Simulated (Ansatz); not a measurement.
Wanted: the native input for an Ansatz 0.2.0 run.

```yaml
Task: relaxation of cell and atoms
Functional: LDA
Potentials_or_basis: Ansatz PAW
Cutoff: "420 eV (not typed: the program's choice for these potentials)"
k_mesh: 8 × 8 × 8
Occupations: fermi-dirac, width 0.05 eV
Spin: no spin polarisation
```

TiSi2:

```xyz
6
Lattice="1.7651 -6.7593 0.0000 1.7651 6.7593 0.0000 0.0000 0.0000 3.5652" Properties=species:S:1:pos:R:3 pbc="T T T"
Ti    1.7651    5.3653    0.8913
Ti    1.7651   -5.3653    2.6739
Si    1.7651   -3.3839    0.8913
Si    1.7651    3.3839    2.6739
Si    1.7651    0.7875    0.8913
Si    1.7651   -0.7875    2.6739
```

The cell comes from a database or a generator and needn't be the stable form of this composition.

The input as run:

input.yaml

```yaml
crystal:
  lattice:
    - [1.765105025, -6.759281535, 0.0]
    - [1.765105025, 6.759281535, 0.0]
    - [0.0, 0.0, 3.56517397]
  atoms:
    - { symbol: Ti, position: [0.10311808, 0.89688192, 0.25] }
    - { symbol: Ti, position: [0.89688192, 0.10311808, 0.75] }
    - { symbol: Si, position: [0.75031482, 0.24968518, 0.25] }
    - { symbol: Si, position: [0.24968518, 0.75031482, 0.75] }
    - { symbol: Si, position: [0.44174855, 0.55825145, 0.25] }
    - { symbol: Si, position: [0.55825145, 0.44174855, 0.75] }
hamiltonian:
  xc: lda
  pseudopotentials: { kind: paw }
kpoints:
  mp_grid: { grid: [8, 8, 8] }
scf:
  occupations: { method: fermi_dirac, width: 0.05 }
output:
  forces: true
  stress: true
  eigenvalues: true
  write_density: true
  write_potential: true
  elf: true
  volumetric_format: npy
relax:
  f_tol: 0.01
  max_steps: 40
  cell: { stress_tol: 0.05 }
```

Potentials or basis: Ansatz PAW.

The run is started by

```sh
$ ansatz run input.yaml --threads 2 --pin off --max-ram 5632MiB --backend cpu --events-out ev --progress --plain --runs-dir out
```

Results of the run:

| Item | Value |
| --- | --- |
| Relaxed volume | 13.60 Å³/atom |
| Relaxed cell | a = 6.854 Å, b = 6.854 Å, c = 3.531 Å, α = 90.00°, β = 90.00°, γ = 150.52° |
| Space group after relaxing (to 0.05 Å) | Cmcm (No. 63) |
| Energy gained by relaxing | 10.4 meV/atom |
| Ionic steps | 5 |
| Pressure after relaxing | 0.0 GPa |
| Largest force after relaxing | 0.004 eV/Å |
| Band gap on the k mesh | none (metal or under the smearing width) |

Caveat: the plane-wave basis is chosen anew once the cell has moved, so the energies of steps on either side of that aren't comparable; the PAW data sets come from PBE, with cores solved anew for the run's functional, which leaves a small shift of forces and pressure.

It took 72 s on 2 threads of Intel(R) Xeon(R) Processor @ 2.50GHz (Skylake/Cascade Lake), on a shared host, peak memory 0.53 GiB.
